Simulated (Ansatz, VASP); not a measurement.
# One calculation of Au, two programs

```xyz
1
Lattice="0.0000 2.0504 2.0504 2.0504 0.0000 2.0504 2.0504 2.0504 0.0000" Properties=species:S:1:pos:R:3 pbc="T T T"
Au    0.0000    0.0000    0.0000
```

Alike in both runs: functional PBE; dispersion D3(BJ); k mesh 13 × 13 × 13; no spin polarisation.

Ansatz relaxed the structure, and its values are those at the end. VASP's run is a single point on that final structure, the one shown.

|  | VASP | Ansatz |
| --- | --- | --- |
| version | VASP 6.6.1 | Ansatz 0.2.0 |
| potentials or method | VASP PAW PBE potentials, release 64 (Au) | plane waves, PAW |
| plane-wave cutoff (eV) | 520 | 550 |
| occupations | fermi-dirac, width 0.1 eV | fermi-dirac |
| valence electrons in the cell | 11 | 19 |

```tsv
	VASP	Ansatz	Ansatz less VASP
pressure (GPa)	-0.3	0.0	+0.28
dispersion energy (meV/atom)	-657.5	-657.7	-0.18
```

The two sets of potentials don't hold the same shells in valence.

Caveats: pairwise dispersion overbinds metals, which lowers pressure and volume. The runs have no spin-orbit coupling, so splittings on Au are missing.
